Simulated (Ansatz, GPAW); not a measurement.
# B/Ti(0001): work function by functional and basis, part 3 of 3

Wanted: work functions and dipole of B/Ti(0001), with the cost of each level.

GPAW 26.7.0 and Ansatz 0.2.0; Ansatz plane waves; slab in vacuum with a dipole correction, relaxation; PAW set soft_1 (the session's first sound run).

So far, upper work function (eV): step 2 (relaxing the atoms, PBE) 5.30; step 5 (self-consistent run: xc = "LDA") 5.48; step 6 (self-consistent run: xc = "vdW-DF2", GPAW, PAW setups, GPAW) 5.60; step 7 (real-space grid: mode = "fd", PBE, GPAW) 5.30; step 8 (atomic orbitals: mode = "lcao", PBE, GPAW) 5.27.

### Step 10. A second plane-wave code

A second program with its own datasets checks the number independently.

This step: Ansatz plane waves; slab in vacuum with a dipole correction; PAW set soft_1 (Ansatz 0.2.0).

input.yaml

```yaml
crystal:
  lattice:
    - [2.95, 0.0, 0.0]
    - [1.475, 2.5547749412, 0.0]
    - [0.0, 0.0, 22.7741168345]
  atoms:
    - { symbol: Ti, position: [0.6666666667, 0.6666666667, 0.3073664744] }
    - { symbol: Ti, position: [0.0, 0.0, 0.4102156877] }
    - { symbol: Ti, position: [0.6666666667, 0.6666666667, 0.5122723661] }
    - { symbol: Ti, position: [0.0, 0.0, 0.6186187755] }
    - { symbol: B, position: [0.3333333333, 0.3333333333, 0.6837864085] }
kpoints:
  mp_grid: { grid: [12, 12, 1] }
hamiltonian:
  xc: pbe
  pseudopotentials: { kind: paw, azcp: { folder: soft_1 } }
scf:
  occupations: { method: fermi_dirac, width: 0.1 }
efield:
  axis: 3
  dipole_correction: true
  ramp_width: 0.05
output:
  forces: true
  write_potential: true
  write_density: true
  volumetric_format: npy
```

On the command line:

```sh
> ansatz run input.yaml --threads 4 --pin off --max-ram 8192MiB --backend cpu --events-out ev --progress --plain --runs-dir out
```

Numbers of over 12 decimals in the logs are rounded to 6 here.

What it wrote:

```text
[...]
Crystal: 5 atoms, lattice volume = 171.639 Å³
Basis set: ecut = 420 eV, 3293 PW (Γ), exchange–correlation on 40×40×320 points (8 copies of the dense FFT grid, shifted against one another)
Bands: 31, of which v1, the nominal top of the filled ones, is band 26 counted from 1 (25 counted from 0)
Symmetry: 6 space group operations
[...]
k-points: 19 of 144 (time reversal used)
[...]
SCF iter   1: F=—  HF=-10154.222904 eV  |F-HF|=—  |Δ(HF+E_count)|=         —  Δρ=5.44e-2  dr2=6.68e1  ethr=3.10e-3  p=0.000 e·Å  D=5.80e-7 V/Å  ΔV_dip=-0.00 eV  dr2_dipole=2.39e1  V_vac-E_F(+/−)=8.16/8.16 eV  ⟨swp⟩=9.2  Hψ=2971  notcnv=0
[...]
SCF iter  14: F=-10151.198105 eV  HF=-10151.198106 eV  |F-HF|=1.68e-8  |Δ(HF+E_count)|=   2.32e-8  Δρ=1.46e-6  dr2=1.57e-8  ethr=1.96e-10  p=-0.037 e·Å  D=-3.93e-2 V/Å  ΔV_dip=0.89 eV  dr2_dipole=7.41e-9  V_vac-E_F(+/−)=5.30/4.40 eV  ⟨swp⟩=11.1  Hψ=4075  notcnv=0
SCF 1 converged in 14 iterations: F = -10151.198105 eV  dr2 = 1.57e-8
[...]
SCF converged after 14 iterations
Free energy (F): -10151.198105 eV
[...]
Internal energy: -10150.964606 eV  (E = F + TS)
E sigma→0 (E₀):  -10151.081356 eV
Entropy (-TS):   -0.233499 eV (-46.700 meV/atom)
Fermi energy:    3.161373 eV
Dipole field:    D = -0.039146 V/Å  (p = -0.037131 e·Å, saw-weighted, corrected)
Work function:   Φ+ = 5.2961 eV   Φ− = 4.4046 eV
[...]
--- Forces (eV/Å), atoms counted from 1 ---
  atom   1  Ti    -0.00000000     0.00000000     0.52430858
  atom   2  Ti     0.00000000    -0.00000000    -0.52971091
  atom   3  Ti     0.00000000     0.00000000    -0.00093302
  atom   4  Ti    -0.00000000     0.00000000     0.00764975
  atom   5  B      0.00000000     0.00000000    -0.00136155
  max |Σ_I F_I| component: 4.72e-5 eV/Å
--- Band table (eV; the first three rows and the last of 19) ---
  k-point 0: bands = [... 22 lower, 3.1860, 3.6340, 3.7277, 3.7277, 3.8421, 3.9329, 3.9329, 3.9624, ... 1 higher]
  k-point 1: bands = [... 22 lower, 3.1206, 3.3848, 3.5445, 3.7076, 3.8192, 3.8799, 4.0408, 4.0444, ... 1 higher]
  k-point 2: bands = [... 22 lower, 2.8596, 2.9830, 3.3041, 3.3951, 3.6914, 4.0233, 4.0337, 4.1799, ... 1 higher]
  k-point 18: bands = [... 22 lower, 2.0477, 2.0942, 2.5155, 3.0328, 3.2578, 3.2714, 3.3142, 3.4800, ... 1 higher]
```

The job ended after 7.3 s (4 threads of Arm Neoverse V1, shared host; peak memory 0.48 GiB).

Reading the cycles: dr2 is the Hartree energy of the density residual (eV), the measure of convergence; HF is the Harris–Foulkes estimate of the energy, which meets the free energy F at convergence.

This step gave:

```yaml
upper_work_function: 5.296 eV
lower_work_function: 4.405 eV
dipole_along_the_normal: -0.03713 e·Å
dipole_field: -0.03915 V/Å
vacuum_level_above: 8.458 eV
vacuum_level_below: 7.566 eV
```

Electrostatic potential energy of an electron (with the applied field's), less the Fermi level, planar mean against z:

z (Å), electrostatic potential energy of an electron (with the applied field's), less the Fermi level, planar mean (eV) and a bar from the least value:
```
      0.0        4.8 #############################
      0.5        4.4 #############################
      1.0        4.4 #############################
      1.5        4.4 #############################
      2.0        4.4 #############################
      2.5        4.4 #############################
      3.0        4.4 #############################
      3.5        4.4 #############################
      4.0        4.3 ############################
      4.5        4.2 ############################
      5.0        3.7 ############################
      5.5        2.5 ##########################
      6.0       -0.9 ####################
      6.5       -9.7 #######
      7.0      -14.0 
      7.5       -9.1 ########
      8.0       -0.8 ####################
      8.5       -2.7 ##################
      9.0      -11.6 ####
      9.5      -13.4 #
     10.0       -6.3 ############
     10.5       -0.5 #####################
     11.0       -6.0 ############
     11.5      -13.2 #
     12.0      -11.7 ####
     12.5       -2.8 #################
     13.0       -0.2 #####################
     13.5       -7.4 ##########
     14.0      -13.3 #
     14.5      -10.7 #####
     15.0       -4.6 ###############
     15.5       -6.4 ############
     16.0       -2.3 ##################
     16.5        3.3 ###########################
     17.0        4.8 #############################
     17.5        5.2 ##############################
     18.0        5.3 ##############################
     18.5        5.3 ##############################
     19.0        5.3 ##############################
     19.5        5.3 ##############################
     20.0        5.3 ##############################
     20.5        5.3 ##############################
     21.0        5.3 ##############################
     21.5        5.3 ##############################
     22.0        5.3 ##############################
     22.5        5.0 ##############################
```

The valence density, planar mean oscillates, so the rows of the table below give means over windows of 2.42 Å about each position, cut where the curve ends. Its maxima inside the range that stand out by 2 % of the span (Å: e/Å³): 7.0: 1.53, 9.4: 1.52, 11.7: 1.54, 14.1: 1.54. Its minima: 8.1: 0.192, 10.5: 0.192, 13.0: 0.174.

Table of valence density, planar mean by z; means over each step:

z (Å), valence density, planar mean (e/Å³) and a bar:
```
     1.21       0.00 
     3.63       0.00 
     6.05       0.48 #####################
     8.47       0.70 ##############################
    10.89       0.69 ##############################
    13.31       0.66 #############################
    15.73       0.26 ###########
    18.15       0.00 
    20.57       0.00
```

Force by atom:

```csv
atom,x (eV/Å),y (eV/Å),z (eV/Å),size
Ti1,0.000,0.000,0.524,0.524
Ti2,0.000,0.000,-0.530,0.530
Ti3,0.000,0.000,-0.001,0.001
Ti4,0.000,0.000,0.008,0.008
B5,0.000,0.000,-0.001,0.001
```

The upper face's work function is 5.296 eV, against 5.298 eV in the first plane-wave PBE run at this geometry.

### Step 11. Side by side

Results and costs are gathered.

This step: comparison of work functions, dipole and cost; PAW set soft_1 (GPAW 26.7.0).

Ladder, by row:

```csv
step,code,"work function, upper (eV)","work function, lower (eV)",dipole (e Å),wall time (s),peak memory (GiB),threads
pw,GPAW,5.298,4.403,-0.03721,145.5,0.27,1
revPBE,GPAW,5.212,4.302,-0.03782,155.8,0.27,1
LDA,GPAW,5.475,4.586,-0.03698,147.6,0.27,1
vdW-DF2,GPAW,5.602,4.622,-0.04074,170.1,0.42,1
fd,GPAW,5.297,4.403,-0.03719,654.8,0.93,1
lcao,GPAW,5.271,4.392,-0.03662,1315,0.4,1
ansatz,Ansatz,5.296,4.405,-0.03713,7.31,0.482,4
```

### Step 12. A changed run

One more run, with changed settings.

This step: GPAW, PAW setups; slab in vacuum (GPAW 26.7.0).

run.py

```python
import json
import numpy as np
from ase import Atoms
from gpaw import GPAW, PW

slab = Atoms(
    ['Ti', 'Ti', 'Ti', 'Ti', 'B'],
    positions=[
        [2.95000, 1.70318, 7.00000],
        [-0.00000, -0.00000, 9.34230],
        [2.95000, 1.70318, 11.66655],
        [-0.00000, -0.00000, 14.08850],
        [1.47500, 0.85159, 15.57263]],
    cell=[[2.95, 0.0, 0.0], [1.475, 2.55477, 0.0], [0.0, 0.0, 22.77412]],
    pbc=[True, True, False])

slab.calc = GPAW(mode=PW(500), xc='PBE', kpts={'size': (12, 12, 1), 'gamma': True},
                 occupations={'name': 'fermi-dirac', 'width': 0.1}, nbands='80%',
                 convergence={'density': 1e-05}, maxiter=75,
                 poissonsolver={'dipolelayer': 'xy'},
                 symmetry={'tolerance': 1e-3}, txt='slab.txt')
result = {}
energy = slab.get_potential_energy()
fermi = slab.calc.get_fermi_level()
v = slab.calc.get_electrostatic_potential().mean((0, 1)) - fermi
n = slab.calc.get_pseudo_density().mean((0, 1))
L = slab.cell[2, 2]
z = np.arange(len(v)) * L / len(v)
low, high = slab.positions[:, 2].min(), slab.positions[:, 2].max()
below, above = np.interp([low - 4.8, high + 4.8], z, v)
slopes = [np.interp(x, z, np.gradient(v, z)) for x in (low - 4.8, high + 4.8)]
eps = np.array([[slab.calc.get_eigenvalues(k, s) for k in range(len(slab.calc.get_ibz_k_points()))]
                for s in range(slab.calc.get_number_of_spins())]) - fermi
top, bottom = eps[eps < 0].max(), eps[eps > 0].min()
dipole = slab.get_dipole_moment()[2]
print(f'energy {energy:.4f} eV, Fermi level {fermi:.4f} eV, dipole {dipole:.5f} e A')
print(f'potential 4.8 A off the faces, from the Fermi level: lower {below:.4f} eV, upper {above:.4f} eV')
print(f'slope of the potential there: lower {slopes[0]:.5f}, upper {slopes[1]:.5f} eV/A')
print(f'nearest levels on the mesh: {top:.4f} and {bottom:.4f} eV')
print('magnetic moment', round(slab.get_magnetic_moment(), 3))
result.update(energy=energy, fermi=fermi, dipole=dipole, below=below, above=above, slopes=slopes, edges=[top, bottom],
              z=z.tolist(), v=v.tolist(), n=n.tolist(), positions=slab.positions.tolist(),
              forces=slab.get_forces(apply_constraint=False).tolist(), moments=slab.get_magnetic_moments().tolist())
json.dump(result, open('result.json', 'w'))
```

On the command line:

```sh
> OMP_NUM_THREADS=1 OPENBLAS_NUM_THREADS=1 python run.py
```

What it wrote:

```text
ValueError: Too few bands!  Electrons: 51.0, bands: 80%
```

The job ended after 0.84 s (1 thread; peak memory 0.1 GiB).

The input was rejected at the start.

The program's message: “ValueError: Too few bands! Electrons: 51.0, bands: 80%”

The change that led to it: nbands = "80 % of the filled bands".

### Step 13. Summary of results

```
work function, upper and lower face : 5.298 and 4.403 eV
dipole along the normal             : -0.0372 e Å
```

What this shows: With plane waves and PBE the work function is 5.30 eV on the upper face and 4.40 eV on the lower. The two faces differ by 0.89 eV, the step that the slab's dipole makes (e p/(ε0 A) gives 0.89 eV), so the dipole layer is needed. Over the sound runs of the table the upper face's work function spans 5.212 (revPBE) to 5.602 eV (vdW-DF2). The two plane-wave codes differ by 0.0017 eV on the upper face. The cell of 7.54 Å² holds one B, started on one chosen site; other sites and coverages weren't tried. The runs had no spin polarisation, so a magnetic state, which thin layers of d-metal atoms can have, wasn't tested. The in-plane lattice was kept as typed, which isn't the functional's own and leaves some strain; spin-orbit coupling and temperature are left out.

[Logs are printed without paths, hosts, clocks, repeated set-up lines and the standing remarks that a program may print on its own settings, such as how far it seeks lower states.]

[Hosts, paths, dates, database ids (printed as entryN), source tags and the programs' standing remarks are cut or masked in the printed files.]
